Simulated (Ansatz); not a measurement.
Set up this calculation in Ansatz 0.2.0, as the native input.

* Task: band structure
* Functional: RPBE
* Potentials or basis: Ansatz PAW
* Cutoff: 420 eV (not typed: the program's choice for these potentials)
* k mesh: 8 × 8 × 8
* Occupations: fermi-dirac, width 0.05 eV
* Spin: no spin polarisation
* Path: [["G", "X", "W", "K", "G", "L", "U", "W", "L", "K"], ["U", "X"]]
* Points for each segment of the path: 14

The system is GaAs.

```
As Ga
1.0
     0.00000    2.82685    2.82685
     2.82685    0.00000    2.82685
     2.82685    2.82685    0.00000
As Ga
1 1
Direct
  0.75000 0.75000 0.75000
  0.00000 0.00000 0.00000
```

These files were run (other wordings do the same):

input.yaml

```yaml
crystal:
  lattice:
    - [0.0, 2.82685, 2.82685]
    - [2.82685, 0.0, 2.82685]
    - [2.82685, 2.82685, 0.0]
  atoms:
    - { symbol: As, position: [0.75, 0.75, 0.75] }
    - { symbol: Ga, position: [0.0, 0.0, 0.0] }
hamiltonian:
  xc: rpbe
  pseudopotentials: { kind: paw }
kpoints:
  mp_grid: { grid: [8, 8, 8] }
  band_path:
    path:
      - [[0.0, 0.0, 0.0], [0.5, 0.0, 0.5], [0.5, 0.25, 0.75], [0.375, 0.375, 0.75], [0.0, 0.0, 0.0], [0.5, 0.5, 0.5], [0.625, 0.25, 0.625], [0.5, 0.25, 0.75], [0.5, 0.5, 0.5], [0.375, 0.375, 0.75]]
      - [[0.625, 0.25, 0.625], [0.5, 0.0, 0.5]]
    npoints: 14
scf:
  occupations: { method: fermi_dirac, width: 0.05 }
  n_extra_bands: 6
output:
  forces: true
  stress: true
  eigenvalues: true
  fatbands: false
```

Potentials or basis: Ansatz PAW.

Launch:

```sh
$ ansatz run input.yaml --threads 2 --pin off --max-ram 5632MiB --backend cpu --events-out ev --progress --plain --runs-dir out
```

Results of the run:

```yaml
Pressure: 5.2 GPa
Band_gap_on_the_k_mesh: 0.64 eV, direct
Band_gap_along_the_path: 0.64 eV, direct
```

Caveat: the PAW data sets come from PBE, with cores solved anew for the run's functional, which leaves a small shift of forces and pressure.

Wall time 8.7 s on 2 threads of Intel(R) Xeon(R) Processor @ 2.50GHz (Skylake/Cascade Lake), with other jobs on the host, peak memory 0.36 GiB.
